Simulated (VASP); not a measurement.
Input of a VASP 6.6.1 run:

Contents of INCAR:

```
SYSTEM = B3As
PREC = Accurate
ENCUT = 520
EDIFF = 1E-6
ISMEAR = 0
SIGMA = 0.1
LREAL = .False.
LASPH = .True.
NELM = 100
ALGO = Normal
ISIF = 2
LWAVE = .False.
LCHARG = .False.
GGA = PE
NBANDS = 15
```

Contents of KPOINTS:

```
Automatic mesh
0
Gamma
  4 6 6
  0 0 0
```

The input POSCAR:

```
B3As
1.0
    5.2147415562      0.2824801966      0.3787368270
   -0.9030808133      2.6851813596     -0.0568827183
    0.3271951741      0.1626091789      3.2833207486
B As
3 1
Direct
    0.7961780397      0.7873998347      0.5627172519
    0.9194762359      0.3493481082      0.7661124340
    0.8658866704      0.8258279521      1.0441993341
    0.3518673873      0.5482476866      0.5952343385
```

Potentials or basis: VASP PAW PBE potentials, release 64 (B, As).

Run with:

```console
$ cat potpaw_PBE.64/B/POTCAR potpaw_PBE.64/As/POTCAR > POTCAR
$ mpirun -np 1 vasp_std > vasp.out
```

Task: Predict the pressure.

Result: 0.1 GPa.

Task: Estimate the largest force.

Result: 0.032 eV/Å.

Task: Estimate the band gap on the k mesh.

Result: None (metal or under the smearing width).

Forces on the atoms (eV/Å):
```
B    0.016  0.023 -0.015
B   -0.016 -0.023  0.001
B   -0.006  0.000  0.021
As   0.006  0.000 -0.006
```

Caveat: the k mesh is coarse (spacing up to 0.38 Å⁻¹), so the values aren't converged.
